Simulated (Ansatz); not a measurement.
Crystal: Bi.

```
CELL_PARAMETERS angstrom
2.26750 1.30914 3.93800
-2.26750 1.30914 3.93800
0.00000 -2.61828 3.93800
ATOMIC_POSITIONS crystal
Bi 0.76600 0.76600 0.76600
Bi 0.23400 0.23400 0.23400
```

- Program: Ansatz 0.2.0
- Task: single point
- Functional: PBE
- Potentials or basis: all-electron LAPW, scalar-relativistic
- Cutoff: 214 eV (chosen from the basis error)
- Basis error allowed: 0.001 eV/atom
- k mesh: 7 × 7 × 7
- Occupations: fermi-dirac, width 0.05 eV
- Spin: no spin polarisation

On this cell: pressure 2.1 GPa; largest force 0.201 eV/Å; band gap on the k mesh 0.26 eV, indirect (least direct gap 0.53 eV).

The same run follows on a disturbed copy (atoms moved at random, drawn with an rms of 0.05 Å):

```xyz
2
Lattice="2.2675 1.3091 3.9380 -2.2675 1.3091 3.9380 0.0000 -2.6183 3.9380" Properties=species:S:1:pos:R:3 pbc="T T T"
Bi   -0.0313    0.0662    9.1076
Bi   -0.0144    0.0082    2.7686
```

What does the disturbed cell give?

The energy moves by +11.8 meV/atom; pressure 2.8 GPa; largest force 0.519 eV/Å; band gap on the k mesh 0.24 eV, indirect (least direct gap 0.53 eV).

Forces in eV/Å, atoms in the order of the input:
```
Bi   0.047 -0.195 -0.479
Bi  -0.047  0.195  0.479
```

Stress tensor (GPa, compression positive):
```
 2.27  0.13 -0.23
 0.13  3.35  0.91
-0.23  0.91  2.70
```

Caveats: spin-orbit coupling is left out, which as a rule narrows the gap of such compounds by several tenths of an eV; an odd mesh through Γ misses points on the zone boundary, where band edges often lie.
